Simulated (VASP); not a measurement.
# CaSe (Fm-3m) in VASP: notebook, part 2 of 2

VASP 6.6.1. Earlier steps stand in the parts before.

## (4) Single point, PBE (volume scaled by 1.05)

INCAR

```
SYSTEM = CaSe
ALGO     = Normal         ! electronic algorithm
EDIFF    = 1E-7           ! SCF threshold, eV
ENCUT    = 520            ! plane-wave cutoff, eV
GGA      = PE             ! functional
ISIF     = 2              ! what is computed and relaxed
ISMEAR   = -1             ! smearing method
LASPH    = .True.         ! aspherical terms in the spheres
LCHARG   = .False.        ! write CHGCAR
LREAL    = .False.        ! projectors in reciprocal space
LWAVE    = .False.        ! write WAVECAR
NBANDS   = 15             ! bands
NELM     = 80             ! most SCF steps
PREC     = Accurate       ! precision mode
SIGMA    = 0.02           ! smearing width, eV
```

KPOINTS

```
k-points
0
Gamma
  7 7 7
  0 0 0
```

POSCAR

```
CaSe
1.0
    0.0000000000      3.0044676307      3.0044676307
    3.0044676307      0.0000000000      3.0044676307
    3.0044676307      3.0044676307      0.0000000000
Ca Se
1 1
Direct
    0.0000000000      0.0000000000      0.0000000000
    0.5000000000      0.5000000000      0.5000000000
```

Potentials or basis: VASP PAW PBE potentials, release 64 (Ca_sv, Se).

Started as:

```sh
> cat potpaw_PBE.64/Ca_sv/POTCAR potpaw_PBE.64/Se/POTCAR > POTCAR
> mpirun -np 1 vasp_std > vasp.out
```

OUTCAR:

```text
SYSTEM = CaSe
   EDIFF = 1E-7
   ENCUT = 520
   GGA = PE
   ISIF = 2
   ISMEAR = -1
   LASPH = .True.
   LREAL = .False.
   NELM = 80
   PREC = Accurate

 ion  position               nearest neighbor table
   1  0.000  0.000  0.000-
   2  0.500  0.500  0.500-

  LATTYP: Found a face centered cubic cell.
 ALAT       =     6.0089352614

  Lattice vectors:

 A1 = (   0.0000000000,   3.0044676307,   3.0044676307)
 A2 = (   3.0044676307,   0.0000000000,   3.0044676307)
 A3 = (   3.0044676307,   3.0044676307,   0.0000000000)

Analysis of symmetry for initial positions (statically):
=====================================================================
 Subroutine PRICEL returns:
 Original cell was already a primitive cell.

 Routine SETGRP: Setting up the symmetry group for a
 face centered cubic supercell.

 Subroutine GETGRP returns: Found 48 space group operations
 (whereof 48 operations were pure point group operations)
 out of a pool of 48 trial point group operations.

The static configuration has the point symmetry O_h .

Analysis of symmetry for dynamics (positions and initial velocities):
=====================================================================
[... 168 lines left out ...]
      8       2.1294      2.00000
      9       5.2243      0.00000
     10       5.8452      0.00000
     11       5.8452      0.00000
     12       5.8452      0.00000
     13       6.3686      0.00000
     14       6.3686      0.00000
[... 329 lines left out ...]
      2     -18.8025      2.00000
      3     -18.8020      2.00000
      4     -18.7767      2.00000
      5      -8.9112      2.00000
      6       0.1079      2.00000
      7       0.1551      2.00000
      8       0.8187      2.00000
      9       6.0856      0.00000
     10       6.9283      0.00000
     11       7.4290      0.00000
     12       7.7724      0.00000
     13       7.9506      0.00000
     14       9.7167      0.00000
     15      10.9581      0.00000

------------------------ aborting loop because EDIFF is reached ----------------------------------------

  FORCE on cell =-STRESS in cart. coord.  units (eV):
  Direction    XX          YY          ZZ          XY          YZ          ZX
  --------------------------------------------------------------------------------------
  -------------------------------------------------------------------------------------
  Total       -0.3414440     -0.3414440     -0.3414440      0.0000000      0.0000000      0.0000000
  in kB      -10.0855015    -10.0855015    -10.0855015      0.0000000      0.0000000      0.0000000
  external PRESSURE =     -10.0855015 kB  Pullay stress =       0.0000000 kB

 VOLUME and BASIS-vectors are now :
 -----------------------------------------------------------------------------
  energy-cutoff  :      520.00
  volume of cell :       54.24
      direct lattice vectors                 reciprocal lattice vectors
     0.000000000  3.004467631  3.004467631    -0.166418834  0.166418834  0.166418834
     3.004467631  0.000000000  3.004467631     0.166418834 -0.166418834  0.166418834
     3.004467631  3.004467631  0.000000000     0.166418834  0.166418834 -0.166418834

 POSITION                                       TOTAL-FORCE (eV/Angst)
 -----------------------------------------------------------------------------------
      0.00000      0.00000      0.00000        -0.000000     -0.000000      0.000000
      3.00447      3.00447      3.00447         0.000000      0.000000     -0.000000
 -----------------------------------------------------------------------------------
    total drift:                                0.000000     -0.000000     -0.000000

  FREE ENERGIE OF THE ION-ELECTRON SYSTEM (eV)
  ---------------------------------------------------
  free  energy   TOTEN  =        -9.4822005232 eV

  energy  without entropy=       -9.4822005232  energy(sigma->0) =       -9.48220052
```

OSZICAR:

```text
N       E                     dE             d eps       ncg     rms          rms(c)
DAV:   1     0.102914237186E+03    0.10291E+03   -0.73076E+03   600   0.973E+02
DAV:   2    -0.504733577771E+01   -0.10796E+03   -0.10307E+03   768   0.243E+02
DAV:   3    -0.941209356131E+01   -0.43648E+01   -0.43260E+01   828   0.458E+01
DAV:   4    -0.962994347853E+01   -0.21785E+00   -0.21775E+00   835   0.849E+00
DAV:   5    -0.963129375542E+01   -0.13503E-02   -0.13502E-02   791   0.761E-01    0.427E+00
DAV:   6    -0.948321106595E+01    0.14808E+00   -0.20509E-01   712   0.235E+00    0.252E+00
DAV:   7    -0.947750941459E+01    0.57017E-02   -0.10240E-01   743   0.198E+00    0.835E-01
DAV:   8    -0.948196345619E+01   -0.44540E-02   -0.13316E-02   664   0.858E-01    0.124E-01
DAV:   9    -0.948204637241E+01   -0.82916E-04   -0.72346E-04   790   0.259E-01    0.512E-02
DAV:  10    -0.948218169577E+01   -0.13532E-03   -0.18670E-04   663   0.845E-02    0.149E-02
DAV:  11    -0.948220230615E+01   -0.20610E-04   -0.47618E-05   754   0.583E-02    0.121E-02
DAV:  12    -0.948220089054E+01    0.14156E-05   -0.28975E-06   692   0.116E-02    0.520E-03
DAV:  13    -0.948220047170E+01    0.41884E-06   -0.10846E-06   747   0.656E-03    0.118E-03
DAV:  14    -0.948220052324E+01   -0.51537E-07   -0.24834E-08   377   0.103E-03
   1 F= -.94822005E+01 E0= -.94822005E+01  d E =-.109960E-10
```

It took 35 s on 1 thread of AMD EPYC 7R13, shared host; peak memory 0.15 GiB.

What came out:

```
Free energy            : -9.4822 eV
Pressure               : -1.0 GPa
Band gap on the k mesh : 2.19 eV, indirect (least direct gap 3.05 eV)
```

## (5) Single point, PBE

INCAR

```
ALGO = Normal
EDIFF = 1E-6
ENCUT = 520
GGA = PE
ISIF = 2
ISMEAR = -1
LASPH = T
LCHARG = F
LREAL = F
LWAVE = F
NBANDS = 15
NELM = 60
PREC = Accurate
SIGMA = 0.02
```

KPOINTS

```
k-points
0
Gamma
  2 2 2
```

POSCAR

```
CaSe
1.0
    0.0000000000      2.9560000000      2.9560000000
    2.9560000000      0.0000000000      2.9560000000
    2.9560000000      2.9560000000      0.0000000000
Ca Se
1 1
Direct
    0.0000000000      0.0000000000      0.0000000000
    0.5000000000      0.5000000000      0.5000000000
```

Started as:

```sh
> cat potpaw_PBE.64/Ca_sv/POTCAR potpaw_PBE.64/Se/POTCAR > POTCAR
> mpirun -np 1 vasp_std > vasp.out
```

It took 4.4 s on 1 thread of AMD EPYC 7R13 (Zen 3), shared host; peak memory 0.14 GiB.

Results (log left out):

```yaml
Free_energy: -8.7738 eV
Pressure: 4.7 GPa
Band_gap_on_the_k_mesh: 1.83 eV, indirect (least direct gap 2.79 eV)
```

Levels at points of the mesh, in eV from the valence-band top:
```
           k point  band 5  band 6  band 7  band 8  band 9  band 10  band 11  band 12
(0.00, 0.00, 0.00)  -11.76    0.00    0.00    0.00    3.27     3.47     3.47     3.47
(0.50, 0.00, 0.00)  -11.04   -3.37   -1.26   -1.26    4.41     5.23     5.23     5.24
(0.50, 0.50, 0.00)  -11.16   -2.59   -0.97   -0.97    1.83     4.77     4.89     5.75
```

Caveat: the k points lie up to 0.92 Å⁻¹ apart.

## (6) Overview

| cell | k mesh | gap on the mesh (eV) | pressure (GPa) |
| --- | --- | --- | --- |
| a = 4.180 Å, angles 60.0°, 2 atoms | 7 × 7 × 7 | 2.08 | 1.3 |
| a = 4.215 Å, angles 60.0°, 2 atoms | 7 × 7 × 7 | 2.14 | 0.1 |
| a = 4.249 Å, angles 60.0°, 2 atoms | 7 × 7 × 7 | 2.19 | -1.0 |
| a = 4.180 Å, angles 60.0°, 2 atoms | 2 × 2 × 2 | 1.83 | 4.7 |

Alike in all rows: task single point; level PBE; potentials or basis VASP PAW PBE potentials, release 64 (Ca_sv, Se); no spin polarisation; cutoff (eV) 520; smearing fermi-dirac 0.02 eV.

Caveats: some runs use coarse meshes.

Total energies depend on the potentials used, so only differences within one code and one set of settings carry meaning.

## (7) Comparison with measurements

Step 2. A measured gap of CaSe is 3.85 eV (indirect; 2 K; a printed reference work, monograph, original work of 1988); the calculated 2.08 eV misses it by -1.77 eV. Spin-orbit coupling on Se is left out. The value is that of PBE on a finite k mesh, which can miss the band edges, without temperature or zero-point motion. Semilocal functionals fall short of measured gaps as a rule.
